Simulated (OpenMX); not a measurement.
Crystal: ZrSe2.

```xyz
3
Lattice="3.7980 0.0000 0.0000 -1.8990 3.2892 0.0000 0.0000 0.0000 6.1920" Properties=species:S:1:pos:R:3 pbc="T T T"
Zr    0.0000    0.0000    0.0000
Se    1.8990    1.0964    4.6440
Se    0.0000    2.1928    1.5480
```

Base run:

```yaml
Program: OpenMX 3.8.5
Functional: PBE
Potentials_or_basis: OpenMX 2013 PBE set, Zr7.0-s3p2d2f1, Se7.0-s3p2d2f1, grid cutoff 400 Ry
k_mesh: 9 × 9 × 5
Occupations: fermi-dirac, width 0.05 eV
Spin: no spin polarisation
```

Its results: band gap on the k mesh 0.33 eV, indirect (least direct gap 0.97 eV); pressure 2.2 GPa; largest force 0.442 eV/Å.

Question: The run is repeated on the same cell with these changes: functional from PBE to LDA; potentials or basis from OpenMX 2013 PBE set, Zr7.0-s3p2d2f1, Se7.0-s3p2d2f1, grid cutoff 400 Ry to OpenMX 2013 LDA set, Zr7.0-s3p2d2, Se7.0-s3p2d2, grid cutoff 400 Ry. What comes out?

Answer: Band gap on the k mesh 0.21 eV, indirect (least direct gap 0.85 eV); pressure -2.0 GPa; largest force 0.243 eV/Å.

Caveats: the basis of atomic orbitals isn't converged, which shifts pressures, moduli and gaps; this functional lacks dispersion, which binds the layers, so the pressure and a relaxed spacing across them are unreliable (some runs).

A k mesh can miss the band edges.
